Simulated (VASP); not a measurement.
# Si (I4/mmm) in VASP: notebook

One crystal, Si, is run at these levels: PBEsol; tasks: single point.

Program: VASP 6.6.1. These are calculated values, not measurements. Logs are shortened: lines on timing, memory, paths and dates and some standing lists are left out, and cuts for length are marked.

## (1) The structure

The structure is tetragonal, space group I4/mmm (No. 139). The conventional cell has a = 3.254 Å, b = 3.254 Å, c = 2.641 Å, α = 90.00°, β = 90.00°, γ = 90.00°. Around Si (site symmetry 4/mmm) lie 10 Si at 2.64 to 2.65 Å.

This isn't the form of Si at room conditions, which is diamond.

## (2) Single point, PBEsol

INCAR

```
SYSTEM = Si
PREC     = Accurate       ! precision mode
ENCUT    = 350            ! plane-wave cutoff, eV
EDIFF    = 1E-6           ! SCF threshold, eV
ISMEAR   = 0              ! smearing method
SIGMA    = 0.05           ! smearing width, eV
LREAL    = .False.        ! projectors in reciprocal space
LASPH    = .True.         ! aspherical terms in the spheres
NELM     = 100            ! most SCF steps
ALGO     = Normal         ! electronic algorithm
ISIF     = 2              ! what is computed and relaxed
LWAVE    = .False.        ! write WAVECAR
LCHARG   = .False.        ! write CHGCAR
GGA      = PS             ! functional
ADDGRID  = .False.
```

KPOINTS

```
Automatic mesh
0
Gamma
  8 8 8
  0 0 0
```

POSCAR

```
Si
1.0
   -1.6269149300      1.6269149300      1.3203298500
    1.6269149300     -1.6269149300      1.3203298500
    1.6269149300      1.6269149300     -1.3203298500
Si
1
Direct
    0.0000000000      0.0000000000      0.0000000000
```

Potentials or basis: VASP PAW PBE potentials, release 64 (Si).

Started as:

```sh
$ cat potpaw_PBE.64/Si/POTCAR > POTCAR
$ mpirun -np 1 vasp_std > vasp.out
```

OUTCAR:

```text
SYSTEM = Si
   PREC = Accurate
   ENCUT = 350
   EDIFF = 1E-6
   ISMEAR = 0
   LREAL = .False.
   LASPH = .True.
   NELM = 100
   ISIF = 2
   GGA = PS

 Found     59 irreducible k-points:

 Following reciprocal coordinates:
            Coordinates               Weight
  0.000000  0.000000  0.000000      1.000000
  0.125000  0.000000 -0.000000      8.000000
  0.250000  0.000000 -0.000000      8.000000
  0.375000  0.000000 -0.000000      8.000000
  0.500000  0.000000 -0.000000      4.000000
  0.125000  0.125000 -0.000000      8.000000
   k-points           NKPTS =     59   k-points in BZ     NKDIM =     59   number of bands    NBANDS=      6
   number of dos      NEDOS =    301   number of ions     NIONS =      1
   total plane-waves  NPLWV =   4096
   dimension x,y,z NGX =    16 NGY =   16 NGZ =   16
   dimension x,y,z NGXF=    32 NGYF=   32 NGZF=   32
   ions per type =               1
   NGX,Y,Z   is equivalent  to a cutoff of  10.03, 10.03, 10.03 a.u.
   NGXF,Y,Z  is equivalent  to a cutoff of  20.05, 20.05, 20.05 a.u.
 SYSTEM =  Si
   PREC   = accura    normal or accurate (medium, high low for compatibility)
   ISTART =      0    job   : 0-new  1-cont  2-samecut
   ICHARG =      2    charge: 1-file 2-atom 10-const
   ISPIN  =      1    spin polarized calculation?
   LNONCOLLINEAR =      F non collinear calculations
   LSORBIT =      F    spin-orbit coupling
   LASPH  =      T    aspherical Exc in radial PAW
   ENCUT  =  350.0 eV  25.72 Ry    5.07 a.u.   4.05  4.05  4.05*2*pi/ulx,y,z
   NELM   =    100;   NELMIN=  2; NELMDL= -5     # of ELM steps
   EDIFF  = 0.1E-05   stopping-criterion for ELM
   LREAL  =      F    real-space projection
   EDIFFG = 0.1E-04   stopping-criterion for IOM
   NSW    =      0    number of steps for IOM
   IBRION =     -1    ionic relax: 0-MD 1-quasi-New 2-CG
   NFREE  =      0    steps in history (QN), initial steepest desc. (CG)
   ISIF   =      2    stress and relaxation
   ISYM   =      2    0-nonsym 1-usesym 2-fastsym
   POTIM  = 0.5000    time-step for ionic-motion
   TEBEG  =    0.0;   TEEND  =   0.0 temperature during run
   PSTRESS=    0.0 pullay stress
   NELECT =       4.0000    total number of electrons
   NUPDOWN=      -1.0000    fix difference up-down
   EMIN   =  10.00;   EMAX   =-10.00  energy-range for DOS
   EFERMI =   0.00;   METHOD = LEGACY
   ISMEAR =     0;   SIGMA  =   0.05  broadening in eV -4-tet -1-fermi 0-gaus
   EFERMI_NEDOS =   21; number of points for ismear=-14 and -15
   IALGO  =     38    algorithm
   IMIX   =      4    mixing-type and parameters
     AMIX     =   0.40;   BMIX     =  1.00
     AMIX_MAG =   1.60;   BMIX_MAG =  1.00
  volume/ion in A,a.u.               =      13.98        94.33
  Fermi-wavevector in a.u.,A,eV,Ry     =   1.078791  2.038620 15.834335  1.163791
  Thomas-Fermi vector in A             =   2.214739
   LORBIT       =      0    0 simple, 1 ext, 2 COOP (PROOUT), +10 PAW based schemes
   GGA     = PS    functional components
   LHFCALC =     F    Hartree Fock is set to
   AEXX    =    0.0000 exact exchange contribution
   IVDW    =     0    specifies the selected vdW correction
   LEPSILON=     F    determine dielectric tensor
   LRPA    =     F    only Hartree local field effects (RPA)
 non-spin polarized calculation
 Gauss-broadening in eV      SIGMA  =   0.05
  energy-cutoff  :      350.00
  volume of cell :       13.98
 maximum number of plane-waves:       215
   NGX =  9   NGY =  9   NGZ =  9

 number of electron       4.0000001 magnetization

 Free energy of the ion-electron system (eV)
  ---------------------------------------------------
  ext. energy  EPLUGINS =         0.00000000
  ---------------------------------------------------
  free energy    TOTEN  =        -5.42805268 eV

  energy without entropy =       -5.42802511  energy(sigma->0) =       -5.42803889

 E-fermi :  10.7438     XC(G=0): -11.3743

 val. band max:       10.6573565697   @ k =  -0.2500   0.2500   0.0000
 cond. band min:      10.8367256280   @ k =   0.3750   0.3750  -0.0000
 fundamental gap:      0.1793690582
 Fermi energy:        10.7437874899

 k-point     1 :       0.0000    0.0000    0.0000
  band No.  band energies     occupation
      1      -4.2133      2.00000
      2      20.1389      0.00000
      3      20.6881      0.00000
      4      20.6881      0.00000
      5      23.5429      0.00000
      6      24.4624      0.00000

 k-point     2 :       0.1250    0.0000   -0.0000
  band No.  band energies     occupation
      1      -3.6736      2.00000
      2      17.8688      0.00000
      3      19.4950      0.00000
      4      20.1039      0.00000
      5      22.3471      0.00000
      6      24.6156      0.00000

 k-point     3 :       0.2500    0.0000   -0.0000
  band No.  band energies     occupation
      1      -2.0631      2.00000
      2      14.2824      0.00000
      3      16.2214      0.00000
      4      18.1091      0.00000
      5      19.8246      0.00000
      6      22.3850      0.00000

 k-point     4 :       0.3750    0.0000   -0.0000
  band No.  band energies     occupation
      1       0.5923      2.00000
      2       8.8688      2.00000
      3      15.4660      0.00000
      4      17.3273      0.00000
      5      17.7089      0.00000
      6      20.5530      0.00000

 k-point     5 :       0.5000    0.0000   -0.0000
  band No.  band energies     occupation
      1       4.0644      2.00000
      2       4.4564      2.00000
      3      15.3523      0.00000
      4      16.8530      0.00000
      5      17.1174      0.00000
      6      19.8539      0.00000

 k-point     6 :       0.1250    0.1250   -0.0000
  band No.  band energies     occupation
      1      -2.4867      2.00000
      2      16.3612      0.00000
      3      16.6985      0.00000
      4      17.3331      0.00000
      5      21.9662      0.00000
      6      22.8302      0.00000

 [... further k-points ...]
[... 5 lines left out ...]
  --------------------------------------------------------------------------------------
  -------------------------------------------------------------------------------------
  Total        0.3587778      0.3587778     -0.3821202      0.0000000      0.0000000      0.0000000
  in kB       41.1210348     41.1210348    -43.7964005      0.0000000      0.0000000      0.0000000
  external PRESSURE =      12.8152230 kB  Pullay stress =       0.0000000 kB

 VOLUME and BASIS-vectors are now :
 -----------------------------------------------------------------------------
  energy-cutoff  :      350.00
  volume of cell :       13.98
      direct lattice vectors                 reciprocal lattice vectors
    -1.626914930  1.626914930  1.320329850     0.000000000  0.307330144  0.378693249
     1.626914930 -1.626914930  1.320329850     0.307330144  0.000000000  0.378693249
     1.626914930  1.626914930 -1.320329850     0.307330144  0.307330144  0.000000000

 POSITION                                       TOTAL-FORCE (eV/Angst)
 -----------------------------------------------------------------------------------
      0.00000      0.00000      0.00000         0.000000      0.000000      0.000000
 -----------------------------------------------------------------------------------
    total drift:                               -0.000000     -0.000000     -0.000000

  FREE ENERGIE OF THE ION-ELECTRON SYSTEM (eV)
  ---------------------------------------------------
  free  energy   TOTEN  =        -5.4280526775 eV

  energy  without entropy=       -5.4280251103  energy(sigma->0) =       -5.42803889
```

Run time: 1.1 s. Hardware: 1 thread of Intel Xeon 6975P-C (Granite Rapids), shared host; peak memory 0.11 GiB.

These settings aren't checked as converged: the numbers below hold their error.

What came out:

| Property | Result |
| --- | --- |
| Free energy | -5.4281 eV |
| Pressure | 1.3 GPa |
| Band gap on the k mesh | none (metal or under the smearing width) |

Caveat: the k mesh is coarse (spacing up to 0.38 Å⁻¹), so the values aren't converged; the PAW data sets were made with another functional, which shifts forces and pressure a little.

## (3) Single point, PBEsol

INCAR: that of step 2 with these lines changed.

```diff
@@ -2,3 +2,3 @@
 PREC     = Accurate       ! precision mode
-ENCUT    = 350            ! plane-wave cutoff, eV
+ENCUT    = 900            ! plane-wave cutoff, eV
 EDIFF    = 1E-6           ! SCF threshold, eV
```

KPOINTS

```
Automatic mesh
0
Gamma
  5 5 5
  0 0 0
```

POSCAR is that of step 2.

Potentials or basis: VASP PAW PBE potentials, release 64 (Si).

Started as:

```sh
$ cat potpaw_PBE.64/Si/POTCAR > POTCAR
$ mpirun -np 1 vasp_std > vasp.out
```

It took 2.1 s on 1 thread of Intel Xeon 6975P-C (Granite Rapids), shared host; peak memory 0.14 GiB.

The run converged, but some of its settings lie outside the range that counts as converged, so its numbers aren't taken as properties of the crystal.

What came out:

| Quantity | Value |
| --- | --- |
| Free energy | -5.2168 eV |
| Pressure | 4.9 GPa |
| Band gap on the k mesh | none (metal or under the smearing width) |

Caveat: the k mesh is coarse (spacing up to 0.61 Å⁻¹), so the values aren't converged; the PAW data sets were made with another functional, which shifts forces and pressure a little.
